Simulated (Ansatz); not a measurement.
# Si2N: from a guess to a relaxed structure, part 2 of 3

Where does this trial cell of Si2N go when cell and atoms are let free?

Ansatz 0.2.0; DFT PBE, scalar-relativistic, plane waves, PAW. Earlier steps stand in the parts before.

## 4. Rough relaxation on the coarse mesh

The input, input.yaml:

```yaml
crystal:
  lattice:
    - [2.91695178, 0.0, 0.0]
    - [-1.45847589, 2.52615435, 0.0]
    - [0.0, 0.0, 9.04255053]
  atoms:
    - { symbol: Si, position: [0.0, 0.0, 0.75] }
    - { symbol: Si, position: [0.0, 0.0, 0.25] }
    - { symbol: Si, position: [0.0, 0.0, 0.0] }
    - { symbol: Si, position: [0.0, 0.0, 0.5] }
    - { symbol: "N", position: [0.33333333, 0.66666667, 0.875] }
    - { symbol: "N", position: [0.66666667, 0.33333333, 0.125] }
basis:
  ecutwfc: 420
kpoints:
  mp_grid: { grid: [6, 6, 2] }
hamiltonian:
  xc: pbe
scf:
  occupations: { method: gaussian, width: 0.1 }
  lower_state_search: "off"
output:
  forces: true
  stress: true
  eigenvalues: true
relax:
  adjacent_minimum: "off"
  f_tol: 0.04
  max_steps: 70
  cell: { stress_tol: 0.4 }
```

Started as:

```bash
$ ansatz run input.yaml --threads 1 --pin off --max-ram 2048MiB --backend cpu --events-out ev --progress --plain --runs-dir out
```

What it wrote:

```text
Warning: RAYON_NUM_THREADS=1 ignored (pool sized by the plan → 1); use --threads N
Engine: ansatz 0.2.0, aarch64-unknown-linux-gnu
Pseudopotentials: kind: paw
Pseudopotential: Si, paw, valence charge 4, recommended cutoff 420 eV (normal), Si.paw.azcp
Pseudopotential: N, paw, valence charge 5, recommended cutoff 420 eV (normal), N.paw.azcp
Functional definition: PBE
  parameter kappa = 0.804
  parameter beta = 0.06672455060314922
  exchange = pbe_x(kappa = kappa, mu = beta*pi^2/3)
  correlation = pbe_c(beta = beta)
Crystal: 6 atoms, lattice volume = 66.632 Å³
Basis set: ecut = 420 eV, 1267 PW (Γ), exchange–correlation on 40×40×128 points (8 copies of the dense FFT grid, shifted against one another)
Bands: 19, of which v1, the nominal top of the filled ones, is band 13 counted from 1 (12 counted from 0)
Symmetry: 12 space group operations
Space group: P-3m1 (ITA 164), of the structure as read, at distance tolerance 4.1e-5 Å
k-points: 14 of 72
Non-local potential: Si, projectors of the file, l = 0: 2, l = 1: 2, l = 2: 2
Non-local potential: N, projectors of the file, l = 0: 2, l = 1: 2, l = 2: 1
PAW form: soft (Blöchl's): semilocal exchange-correlation on the pseudo side does not see the compensation charge
PAW one-centre angular grid: Si, 110 points (default); XC on 64 Gauss nodes
PAW one-centre angular grid: N, 110 points (default); XC on 64 Gauss nodes
Initial density: superposition of atomic densities (neutral atoms: chi_scale 0, normalization atom), corrected by the library's trained network
Initial wavefunctions: pseudopotential atomic-orbital guess
Functional: x = pbe(κ = 0.804, μ = 0.2195149727645171), c = pbe(β = 0.06672455060314922)
SCF iter   1: F=—  HF=-3305.731411 eV  |F-HF|=—  |Δ(HF+E_count)|=         —  Δρ=7.99e-3  dr2=3.63e-2  ethr=1.77e-3  ⟨swp⟩=5.9  Hψ=1558  notcnv=0
preconditioner: auto → none  [insulator: Δε(μ)=0.141 eV  Ē_g=11.197 eV  σ=0.100 eV  W_gap=0.67  n_scr=6 (ndim 8)  ℏωp=23.2 eV  f_vac=0.000  D(μ)=1.09/eV (n_scr^D=4)  ε∞_Penn≈5.3]
SCF iter   2: F=—  HF=-3305.723893 eV  |F-HF|=—  |Δ(HF+E_count)|=   7.52e-3  Δρ=2.90e-3  dr2=6.45e-3  ethr=1.40e-4  ⟨swp⟩=1.7  Hψ=471  notcnv=0
SCF iter   3: F=—  HF=-3305.724158 eV  |F-HF|=—  |Δ(HF+E_count)|=   2.65e-4  Δρ=1.14e-3  dr2=6.38e-3  ethr=2.48e-5  ⟨swp⟩=2.2  Hψ=312  notcnv=0
SCF iter   4: F=—  HF=-3305.723660 eV  |F-HF|=—  |Δ(HF+E_count)|=   4.98e-4  Δρ=4.33e-4  dr2=9.13e-5  ethr=2.46e-5  ⟨swp⟩=1.4  Hψ=266  notcnv=0
SCF iter   5: F=—  HF=-3305.723628 eV  |F-HF|=—  |Δ(HF+E_count)|=   3.21e-5  Δρ=7.68e-5  dr2=4.30e-6  ethr=3.51e-7  ⟨swp⟩=2.4  Hψ=403  notcnv=0
SCF iter   6: F=—  HF=-3305.723628 eV  |F-HF|=—  |Δ(HF+E_count)|=   3.92e-7  Δρ=2.80e-5  dr2=3.46e-7  ethr=1.65e-8  ⟨swp⟩=2.3  Hψ=386  notcnv=0
SCF iter   7: F=-3305.723628 eV  HF=-3305.723628 eV  |F-HF|=2.61e-8  |Δ(HF+E_count)|=   1.75e-7  Δρ=5.15e-6  dr2=4.02e-8  ethr=3.85e-10  ⟨swp⟩=7.8  Hψ=1239  notcnv=0
SCF 1 converged in 7 iterations: F = -3305.723628 eV  dr2 = 4.02e-8
relax step   1: F+E_penalty+E_count = -3305.72362826 eV  Δ(F+E_penalty+E_count) = +0.000e0 eV  max|allowed force component| = 3.190e0 eV/Å  Δτ_max = 0.0000 Å  P = +19.960 GPa  Ω = 66.632 Å³  (7 SCF iters, dr2 threshold 1.00e-7 eV, accepted)
Crystal: 6 atoms, lattice volume = 67.826 Å³
Basis set: ecut = 420 eV, 1315 PW (Γ), exchange–correlation on 40×40×128 points (8 copies of the dense FFT grid, shifted against one another)
Initial density: handed on by an earlier stage of this run
Initial wavefunctions: those handed on with the density
iter 1 solved again at ethr=8.54e-4 eV; its pass at ethr=3.10e-3 eV (dr2=2.22e-1 eV) is discarded
SCF iter   1: F=—  HF=-3307.010798 eV  |F-HF|=—  |Δ(HF+E_count)|=         —  Δρ=1.26e-2  dr2=2.19e-1  ethr=8.54e-4  ⟨swp⟩=1.0  Hψ=1793  notcnv=0
preconditioner: auto → none  [metal: Δε(μ)=0.031 eV  Ē_g=11.098 eV  σ=0.100 eV  W_gap=0.18  n_scr=6 (ndim 8)  ℏωp=23.0 eV  f_vac=0.000  D(μ)=4.50/eV (n_scr^D=52)]
SCF iter   2: F=—  HF=-3306.987833 eV  |F-HF|=—  |Δ(HF+E_count)|=   2.30e-2  Δρ=5.64e-3  dr2=2.36e-1  ethr=8.40e-4  ⟨swp⟩=2.6  Hψ=387  notcnv=0
SCF iter   3: F=—  HF=-3306.976048 eV  |F-HF|=—  |Δ(HF+E_count)|=   1.18e-2  Δρ=3.57e-3  dr2=2.91e-2  ethr=8.40e-4  ⟨swp⟩=1.2  Hψ=366  notcnv=0
SCF iter   4: F=—  HF=-3306.973730 eV  |F-HF|=—  |Δ(HF+E_count)|=   2.32e-3  Δρ=1.27e-3  dr2=3.46e-3  ethr=1.12e-4  ⟨swp⟩=1.0  Hψ=270  notcnv=0
SCF iter   5: F=—  HF=-3306.973488 eV  |F-HF|=—  |Δ(HF+E_count)|=   2.42e-4  Δρ=2.11e-4  dr2=7.77e-5  ethr=1.33e-5  ⟨swp⟩=1.0  Hψ=251  notcnv=0
SCF iter   6: F=—  HF=-3306.973417 eV  |F-HF|=—  |Δ(HF+E_count)|=   7.15e-5  Δρ=3.32e-5  dr2=8.99e-7  ethr=2.99e-7  ⟨swp⟩=2.1  Hψ=346  notcnv=0
SCF iter   7: F=-3306.973417 eV  HF=-3306.973417 eV  |F-HF|=6.49e-8  |Δ(HF+E_count)|=   9.23e-8  Δρ=1.11e-5  dr2=1.11e-7  ethr=2.31e-9  ⟨swp⟩=7.6  Hψ=1257  notcnv=0
SCF 2 converged in 7 iterations: F = -3306.973417 eV  dr2 = 1.11e-7
relax step   2: F+E_penalty+E_count = -3306.97341661 eV  Δ(F+E_penalty+E_count) = -1.250e0 eV  max|allowed force component| = 2.814e0 eV/Å  Δτ_max = 0.0424 Å  P = +10.728 GPa  Ω = 67.826 Å³  energy of the carried Pulay correction = -1.939e-3 eV  (7 SCF iters, dr2 threshold 6.00e-7 eV, accepted)
Crystal: 6 atoms, lattice volume = 67.927 Å³
Basis set: ecut = 420 eV, 1353 PW (Γ), exchange–correlation on 40×40×128 points (8 copies of the dense FFT grid, shifted against one another)
iter 1 solved again at ethr=5.47e-4 eV; its pass at ethr=3.10e-3 eV (dr2=1.42e-1 eV) is discarded
SCF iter   1: F=—  HF=-3308.219853 eV  |F-HF|=—  |Δ(HF+E_count)|=         —  Δρ=1.43e-2  dr2=1.45e-1  ethr=5.47e-4  ⟨swp⟩=1.1  Hψ=1858  notcnv=0
preconditioner: auto → none  [insulator: Δε(μ)=0.105 eV  Ē_g=10.945 eV  σ=0.100 eV  W_gap=0.54  n_scr=6 (ndim 8)  ℏωp=23.0 eV  f_vac=0.000  D(μ)=4.16/eV (n_scr^D=52)  ε∞_Penn≈5.4]
SCF iter   2: F=—  HF=-3308.192248 eV  |F-HF|=—  |Δ(HF+E_count)|=   2.76e-2  Δρ=5.75e-3  dr2=1.19e-2  ethr=5.47e-4  ⟨swp⟩=2.8  Hψ=412  notcnv=0
SCF iter   3: F=—  HF=-3308.190021 eV  |F-HF|=—  |Δ(HF+E_count)|=   2.23e-3  Δρ=1.42e-3  dr2=5.29e-3  ethr=4.56e-5  ⟨swp⟩=2.6  Hψ=424  notcnv=0
SCF iter   4: F=—  HF=-3308.189732 eV  |F-HF|=—  |Δ(HF+E_count)|=   2.89e-4  Δρ=5.74e-4  dr2=1.37e-3  ethr=2.03e-5  ⟨swp⟩=1.6  Hψ=280  notcnv=0
SCF iter   5: F=—  HF=-3308.189650 eV  |F-HF|=—  |Δ(HF+E_count)|=   8.22e-5  Δρ=2.23e-4  dr2=8.03e-5  ethr=5.27e-6  ⟨swp⟩=1.0  Hψ=282  notcnv=0
SCF iter   6: F=—  HF=-3308.189814 eV  |F-HF|=—  |Δ(HF+E_count)|=   1.64e-4  Δρ=6.81e-5  dr2=3.10e-6  ethr=3.09e-7  ⟨swp⟩=1.8  Hψ=333  notcnv=0
SCF iter   7: F=-3308.189814 eV  HF=-3308.189814 eV  |F-HF|=1.40e-8  |Δ(HF+E_count)|=   5.04e-7  Δρ=7.00e-6  dr2=3.65e-8  ethr=2.31e-9  ⟨swp⟩=6.3  Hψ=1301  notcnv=0
SCF 3 converged in 7 iterations: F = -3308.189814 eV  dr2 = 3.65e-8
relax step   3: F+E_penalty+E_count = -3308.18981419 eV  Δ(F+E_penalty+E_count) = -1.216e0 eV  max|allowed force component| = 2.137e0 eV/Å  Δτ_max = 0.1081 Å  P = +0.482 GPa  Ω = 67.927 Å³  energy of the carried Pulay correction = -2.101e-3 eV  (7 SCF iters, dr2 threshold 6.00e-7 eV, accepted)
[... from here on, the SCF cycles and remarks between the steps are left out ...]
relax step   4: F+E_penalty+E_count = -3309.01594815 eV  Δ(F+E_penalty+E_count) = -8.261e-1 eV  max|allowed force component| = 1.613e0 eV/Å  Δτ_max = 0.1202 Å  P = -0.062 GPa  Ω = 66.913 Å³  energy of the carried Pulay correction = -4.602e-4 eV  (8 SCF iters, dr2 threshold 6.00e-7 eV, accepted)
relax step   5: F+E_penalty+E_count = -3309.19214188 eV  Δ(F+E_penalty+E_count) = -1.762e-1 eV  max|allowed force component| = 2.057e0 eV/Å  Δτ_max = 0.1755 Å  P = +9.130 GPa  Ω = 67.063 Å³  energy of the carried Pulay correction = -7.049e-4 eV  (6 SCF iters, dr2 threshold 6.00e-7 eV, accepted)
relax step   6: F+E_penalty+E_count = -3309.49086856 eV  Δ(F+E_penalty+E_count) = -2.987e-1 eV  max|allowed force component| = 3.640e-1 eV/Å  Δτ_max = 0.0583 Å  P = -0.933 GPa  Ω = 69.692 Å³  energy of the carried Pulay correction = -4.901e-3 eV  (6 SCF iters, dr2 threshold 6.00e-7 eV, accepted)
relax step   7: F+E_penalty+E_count = -3309.51190546 eV  Δ(F+E_penalty+E_count) = -2.104e-2 eV  max|allowed force component| = 6.861e-3 eV/Å  Δτ_max = 0.0366 Å  P = +0.992 GPa  Ω = 68.852 Å³  energy of the carried Pulay correction = -3.577e-3 eV  (6 SCF iters, dr2 threshold 6.00e-7 eV, accepted)
relax step   8: F+E_penalty+E_count = -3309.51042576 eV  Δ(F+E_penalty+E_count) = +1.480e-3 eV  max|allowed force component| = 7.565e-2 eV/Å  Δτ_max = 0.0065 Å  P = -0.987 GPa  Ω = 69.864 Å³  energy of the carried Pulay correction = -5.170e-3 eV  (6 SCF iters, dr2 threshold 6.00e-7 eV, accepted)
relax step   9: F+E_penalty+E_count = -3309.51316186 eV  Δ(F+E_penalty+E_count) = -2.736e-3 eV  max|allowed force component| = 3.658e-3 eV/Å  Δτ_max = 0.0027 Å  P = -0.016 GPa  Ω = 69.403 Å³  energy of the carried Pulay correction = -4.447e-3 eV  (6 SCF iters, dr2 threshold 6.00e-7 eV, accepted)
relax step  10: F+E_penalty+E_count = -3309.59879072 eV  Δ(F+E_penalty+E_count) = -8.563e-2 eV  max|allowed force component| = 1.513e-2 eV/Å  Δτ_max = 0.0000 Å  P = +1.130 GPa  Ω = 69.403 Å³  stress off target by 2.96e0 GPa  SCF on the basis re-selected at this cell (its energy is not comparable with the rows above)  (7 SCF iters)
relax step  11: F+E_penalty+E_count = -3309.60650628 eV  Δ(F+E_penalty+E_count) = -7.716e-3 eV  max|allowed force component| = 2.501e-2 eV/Å  Δτ_max = 0.0302 Å  P = +0.295 GPa  Ω = 70.273 Å³  energy of the carried Pulay correction = -1.564e-3 eV  (6 SCF iters, dr2 threshold 6.00e-7 eV, accepted)
relax step  12: F+E_penalty+E_count = -3309.60641418 eV  Δ(F+E_penalty+E_count) = +9.210e-5 eV  max|allowed force component| = 5.913e-3 eV/Å  Δτ_max = 0.0006 Å  P = +0.028 GPa  Ω = 70.392 Å³  energy of the carried Pulay correction = -1.795e-3 eV  (6 SCF iters, dr2 threshold 4.55e-7 eV, accepted)
iter 1 solved again at ethr=1.25e-6 eV; its pass at ethr=3.10e-3 eV (dr2=3.26e-4 eV) is discarded
SCF iter   1: F=—  HF=-3309.608154 eV  |F-HF|=—  |Δ(HF+E_count)|=         —  Δρ=7.29e-5  dr2=6.63e-7  ethr=1.25e-6  ⟨swp⟩=2.7  Hψ=2197  notcnv=0
eigensolver tolerance schedule: the retry pair's looser diagonalisation over-reported the residual by 490.55 of it (diagonalisation noise at 0.25 of the residual, at the tolerance the schedule requests for it); recorded, not acted on — ethr = c·dr2/N_el stays at c = 1.0e-1
preconditioner: auto → none  [metal: Δε(μ)=0.013 eV  Ē_g=10.609 eV  σ=0.100 eV  W_gap=0.08  n_scr=8 (ndim 8)  ℏωp=22.6 eV  f_vac=0.000  D(μ)=4.35/eV (n_scr^D=52)]
SCF iter   2: F=—  HF=-3309.608143 eV  |F-HF|=—  |Δ(HF+E_count)|=   1.10e-5  Δρ=3.56e-5  dr2=1.34e-7  ethr=2.55e-9  ⟨swp⟩=2.1  Hψ=449  notcnv=0
SCF iter   3: F=—  HF=-3309.608144 eV  |F-HF|=—  |Δ(HF+E_count)|=   4.48e-7  Δρ=5.23e-6  dr2=2.01e-8  ethr=5.15e-10  ⟨swp⟩=2.1  Hψ=441  notcnv=0
iter 4 did not close the SCF: its close was put off for the readings that it lacked (scf_convergence_deferred on its scf_iter line)
SCF iter   4: F=-3309.608144 eV  HF=-3309.608144 eV  |F-HF|=6.50e-11  |Δ(HF+E_count)|=  4.50e-11  Δρ=1.72e-6  dr2=1.10e-9  ethr=7.75e-11  ⟨swp⟩=2.1  Hψ=416  notcnv=0
iter 5 did not close the SCF: its close was put off for the readings that it lacked (scf_convergence_deferred on its scf_iter line)
SCF iter   5: F=-3309.608144 eV  HF=-3309.608144 eV  |F-HF|=1.00e-11  |Δ(HF+E_count)|=  6.08e-10  Δρ=3.76e-7  dr2=5.95e-11  ethr=4.21e-12  ⟨swp⟩=2.6  Hψ=451  notcnv=0
SCF iter   6: F=-3309.608144 eV  HF=-3309.608144 eV  |F-HF|=4.55e-13  |Δ(HF+E_count)|=  4.14e-11  Δρ=9.43e-8  dr2=2.62e-12  ethr=1.00e-12  ⟨swp⟩=2.2  Hψ=738  notcnv=0
SCF 13 converged in 6 iterations: F = -3309.608144 eV  dr2 = 2.62e-12
relax step  13: F+E_penalty+E_count = -3309.60814363 eV  Δ(F+E_penalty+E_count) = -1.729e-3 eV  max|allowed force component| = 5.832e-3 eV/Å  Δτ_max = 0.0000 Å  P = +0.037 GPa  Ω = 70.392 Å³  stress off target by 4.21e-2 GPa  SCF on the basis re-selected at this cell (its energy is not comparable with the rows above)  (6 SCF iters)
basis re-selected at this cell: Δ(F+E_penalty+E_count) = -1.729e-3 eV, ΔP = +0.008 GPa vs the last step (what re-selecting the basis moved, of the pressure what is left beyond the Pulay correction that the steps carried, after the strain that the cell walked since its last selection, with what the two solves' SCF thresholds leave and, on support functions, any second-order correction that the steps lacked; it is no measure of the basis error at this ecutwfc). This SCF's stress stands 4.21e-2 GPa from its target on what of the cell is left free (relax.cell.stress_tol is 4.00e-1 GPa) and its largest allowed force component is 5.83e-3 eV/Å (relax.f_tol is 4.00e-2 eV/Å): within both
SCF converged after 6 iterations
Free energy (F): -3309.608144 eV
Harris-Foulkes:  -3309.608144 eV  (|F-HF|=4.55e-13)
Internal energy: -3309.586413 eV  (E = F + TS)
E sigma→0 (E₀):  -3309.597279 eV
Entropy (-TS):   -0.021730 eV (-3.622 meV/atom)
Fermi energy:    10.361638 eV
--- Per-component energies (eV) ---
  E_band       = 91.198987
  E_kinetic    = 434.750943
  E_local      = -1433.090794  (includes V_loc(G=0)·N_el)
  E_nonlocal   = 190.135082
  E_hartree    = 645.830107
  E_xc         = -345.514639
  E_vxc        = -346.117566  (∫ρ·V_xc dr)
  E_paw        = -2303.353158  (= ΣΔE_a)
  E_vpaw       = -46.139098  (= ΣTr[D̂ρ^β])
  E_aug_tail   = 0.000231  (compensation charges beyond the density's cutoff)
  E_ewald      = -498.344186
  E_smearing   = -0.021730  (= −TS)
  E_closure    = -0.000000  (closes the sum)
  Σ components = -3309.608144   (vs F -3309.608144, Δ=0.00e0)
--- Forces (eV/Å), atoms counted from 1 ---
  atom   1  Si     0.00000000    -0.00000000     0.00274306
  atom   2  Si     0.00000000     0.00000000    -0.00274306
  atom   3  Si     0.00000000     0.00000000     0.00000000
  atom   4  Si     0.00000000     0.00000000     0.00000000
  atom   5  N      0.00000000     0.00000000    -0.00583189
  atom   6  N      0.00000000    -0.00000000     0.00583189
  max |Σ_I F_I| component: 7.40e-17 eV/Å
--- Stress (GPa, compression-positive) ---
        0.042120      -0.000000       0.000000
       -0.000000       0.042120       0.000000
        0.000000       0.000000       0.025549
  P = ⅓ Tr σ = 0.0366 GPa (0.366 kbar)
--- Band table (eV; the first three rows and the last of 14) ---
  k-point 0: bands = ["-9.8089", "-6.6098", "-2.2315", "-0.4793", "-0.4206", "4.4728", "5.2740", "8.4257", "8.4257", "9.2344", "9.2344", "10.0166", "12.3484", "15.9211", "16.9783", "17.5744", "20.1742", "20.1742", "20.3552"]
  k-point 1: bands = ["-9.8089", "-6.6116", "-1.8278", "-1.6532", "0.7356", "3.1363", "7.2007", "8.3726", "8.4256", "8.4256", "9.2344", "9.2344", "13.7388", "14.9421", "16.6336", "18.6125", "20.1311", "20.1311", "20.2954"]
  k-point 2: bands = ["-9.2196", "-6.1224", "-1.5226", "0.1738", "0.2171", "4.9652", "5.1880", "6.4974", "7.4106", "7.6136", "9.0747", "10.2715", "12.9147", "15.1235", "15.6737", "16.4597", "17.1906", "17.8847", "18.2525"]
  k-point 13: bands = ["-4.7708", "-4.7708", "0.5646", "2.7968", "2.7968", "2.9691", "5.6955", "5.6955", "6.1259", "7.0546", "7.3874", "7.3874", "9.0665", "9.0665", "9.7657", "10.6732", "10.6732", "11.5463", "15.8175"]
--- Relaxed structure (11 steps of the walk, 11 accepted, 2 SCFs on fresh bases) ---
  F+E_penalty+E_count = -3309.60814363 eV   max|allowed force component| = 5.832e-3 eV/Å   (the final SCF, on the basis selected at the relaxed cell)
  cell:  # Å, volume = 70.3918 Å³
    - [2.7110702398285866, 0.0, -7.390521845686775e-34]
    - [-1.3555351199142933, 2.3478556991355264, 1.6496020254020594e-33]
    - [-2.29106177207173e-33, 4.58212354414346e-33, 11.058847731850562]
  atoms:
    - { symbol: Si, position: [1.2411156372787044e-33, 1.4294924815904204e-33, 0.7501490780189952] }
    - { symbol: Si, position: [-8.168646399614376e-34, -1.3659594824086234e-33, 0.24985092198100492] }
    - { symbol: Si, position: [-1.2753159883894612e-34, 1.270659983635926e-35, 2.0590230357872116e-84] }
    - { symbol: Si, position: [-1.9866411311005503e-34, -6.35329991817965e-35, 0.5] }
    - { symbol: N, position: [0.3333333333333333, 0.6666666666666666, 0.9068670132393383] }
    - { symbol: N, position: [0.6666666666666666, 0.3333333333333333, 0.09313298676066128] }
```

Run time: 19 s. Hardware: 1 thread of Arm Neoverse V2, shared host; peak memory 0.38 GiB.

Step by step:

```csv
step,energy from step 1 (eV/cell),largest force component (eV/Å),pressure (GPa),volume (Å³)
1,0.0000,3.1904,19.96,66.63
2,-1.2498,2.8144,10.73,67.83
3,-2.4662,2.1370,0.48,67.93
4,-3.2923,1.6129,-0.06,66.91
5,-3.4685,2.0566,9.13,67.06
6,-3.7672,0.3640,-0.93,69.69
7,-3.7883,0.0069,0.99,68.85
8,-3.7868,0.0756,-0.99,69.86
9,-3.7895,0.0037,-0.02,69.40
10,-3.8752,0.0151,1.13,69.40
11,-3.8829,0.0250,0.29,70.27
12,-3.8828,0.0059,0.03,70.39
13,-3.8845,0.0058,0.04,70.39
```

Step 1 is the start. Steps 10, 13 each repeat the geometry before them on a plane-wave basis chosen anew, so the energy can jump there without any move. The walk judges its steps with a correction for the finite basis (Pulay term) that this column leaves out, so accepted steps can climb here and lower ones be refused.

|  | before | after | change |
| --- | --- | --- | --- |
| a (Å) | 2.917 | 2.711 | -7.1 % |
| b (Å) | 2.917 | 2.711 | -7.1 % |
| c (Å) | 9.043 | 11.059 | +22.3 % |
| volume (Å³/atom) | 11.11 | 11.73 | +5.6 % |
| shortest distance (Å) | 2.028 | 1.874 | -7.6 % |
| space group (0.01 Å) | P-3m1 | P-3m1 | same |

Forces and stress were held to the start's 12 operations: a distortion of lower symmetry was not tested.

## 5. Spin check on a coarse mesh

The input, input.yaml:

```yaml
crystal:
  lattice:
    - [2.7110702398, 0.0, 0.0]
    - [-1.3555351199, 2.3478556991, 0.0]
    - [0.0, 0.0, 11.0588477319]
  atoms:
    - { symbol: Si, position: [0.0, 0.0, 0.750149078] }
    - { symbol: Si, position: [0.0, 0.0, 0.249850922] }
    - { symbol: Si, position: [0.0, 0.0, 0.0] }
    - { symbol: Si, position: [0.0, 0.0, 0.5] }
    - { symbol: "N", position: [0.3333333333, 0.6666666667, 0.9068670132], spin: 1.0 }
    - { symbol: "N", position: [0.6666666667, 0.3333333333, 0.0931329868], spin: 1.0 }
basis:
  ecutwfc: 420
kpoints:
  mp_grid: { grid: [6, 6, 2] }
hamiltonian:
  xc: pbe
scf:
  occupations: { method: gaussian, width: 0.1 }
  lower_state_search: "off"
output:
  forces: true
  stress: true
  eigenvalues: true
  populations: true
magnetization:
  spin_polarized: true
```

Started as:

```bash
$ ansatz run input.yaml --threads 1 --pin off --max-ram 2048MiB --backend cpu --events-out ev --progress --plain --runs-dir out
```

What it wrote, cut to the lines that bear on the results:

```text
[...]
SCF converged after 21 iterations
Magnetization: -0.0000 μB (13.0000 up, 13.0000 down)
Absolute magnetization: 0.0000 μB (∫|ρ↑−ρ↓|, with the PAW one-centre terms)
Spin contamination: 0.0000 ħ² per cell (⟨S²⟩ above its minimum at these occupations)
[...]
--- Löwdin populations: 6 sites ---
  site symbol       q [e]    m [muB]
     0     Si      3.5883    -0.0000
     1     Si      3.5883    -0.0000
     2     Si      2.7098    -0.0000
     3     Si      3.9623    -0.0000
     4      N      5.8587    -0.0000
     5      N      5.8587    -0.0000
  spilling = 0.016690 (of n_electrons = 26.000000)
```

It took 5.9 s on 1 thread of Arm Neoverse V2, shared host; peak memory 0.37 GiB.

Per atom:

```csv
atom,Löwdin electrons
Si1,3.59
Si2,3.59
Si3,2.71
Si4,3.96
N5,5.86
N6,5.86
```

The Löwdin counts miss 0.43 of the 26 electrons, which the atomic orbitals do not span, so they are no charges.

The same cell is solved with trial moments on N. The largest site moment that stays is 0.00 μB and the cell's total 0.00 μB. The workflow keeps spin only above 0.25 μB on a site, so the next run goes without spin.

(Part 2 of 3 ends here.)
